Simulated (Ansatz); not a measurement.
**Kick test of a cell of ZnS**

It was relaxed at this level from a cell as deposited in COD.

Level of theory: DFT PBE, scalar-relativistic, plane waves, PAW in Ansatz 0.2.0. Cutoff 420 eV; k points 12×12×6 on the computed 4-atom cell (Γ-centred); Gaussian smearing, width 0.02 eV; no spin polarisation.

The cell below (4 atoms, space group P6_3mc (No. 186)) is relaxed within its symmetry.

```xyz
4
Lattice="3.8457 0.0000 0.0000 -1.9229 3.3305 0.0000 0.0000 0.0000 6.3042" Properties=species:S:1:pos:R:3 pbc="T T T"
Zn    0.0000    2.2203    0.0328
Zn    1.9229    1.1102    3.1849
S     0.0000    2.2203    2.3943
S     1.9229    1.1102    5.5465
```

For the test a repeat of it with 8 atoms (edges 3.85, 3.85, 12.61 Å) was strained at random (σ = 1.5 % a component), the atoms were moved at random (σ = 0.15 Å), and all was relaxed again on a coarse 6×6×1 mesh (in the run’s order of axes) with 0.10 eV smearing, with no symmetry imposed.

Question: Is the structure stable against such a distortion?

Answer: It returns, within 1 meV/atom of the unmoved cell on that mesh and with the same symmetry when read at 0.1 Å (Cm at 0.01 Å, so small strains and shifts remain). So it is stable against the distortions that fit this cell and that this random move excites. Modes that don't fit the cell aren't tested.
